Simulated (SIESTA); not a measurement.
Runs of SIESTA 5.4.2 on Pt. It takes space group P6_3/mmc (No. 194, hexagonal). Conventional cell: a = 2.761 Å, b = 2.761 Å, c = 4.792 Å, α = 90.00°, β = 90.00°, γ = 120.00°. Pt (site symmetry -6m2) has 12 Pt at 2.76 to 2.88 Å as nearest neighbours. This isn't the form of Pt at room conditions, which is fcc.

```csv
task,level,potentials or basis,cell,gap on the mesh (eV),pressure (GPa),V0 of scaled cells (Å³/atom),B0 (GPa)
single point,PBE,"PseudoDojo 0.4 standard (PBE files), DZP (energy shift 0.003 Ry; two zetas on semicore shells)","atoms moved at random, drawn with an rms of 0.05 Å",none,1.7,-,-
equation of state,PBEsol,"PseudoDojo 0.4 standard (PBEsol files), DZP (energy shift 0.003 Ry; two zetas on semicore shells)",as given,-,-,15.31,(a)
single point,PBE,"PseudoDojo 0.4 standard (PBE files), DZP (energy shift 0.003 Ry; two zetas on semicore shells)",as given,none,1.4,-,-
equation of state,LDA,"PseudoDojo 0.4 standard (LDA files), DZP (energy shift 0.003 Ry; two zetas on semicore shells)",as given,-,-,15.03,(b)
```

Alike in all rows: no spin polarisation; k mesh 11 × 11 × 6; smearing fermi-dirac 0.05 eV; grid cutoff 800 Ry; energy shift 0.003 Ry.

Q: Estimate the missing entries.

A: (a) 290; (b) 310.

Caveats: short orbitals over semicore shells can move pressures by several GPa; the basis of atomic orbitals isn't converged, which shifts pressures, moduli and gaps; the cell was scaled at fixed shape and fractional positions, which overstates the stiffness of a crystal with free parameters, most of all of layers and chains (some runs).

A k mesh can miss the band edges, and the runs leave out spin-orbit coupling on Pt.

A gap of «none» marks a metal or a gap under the smearing width.
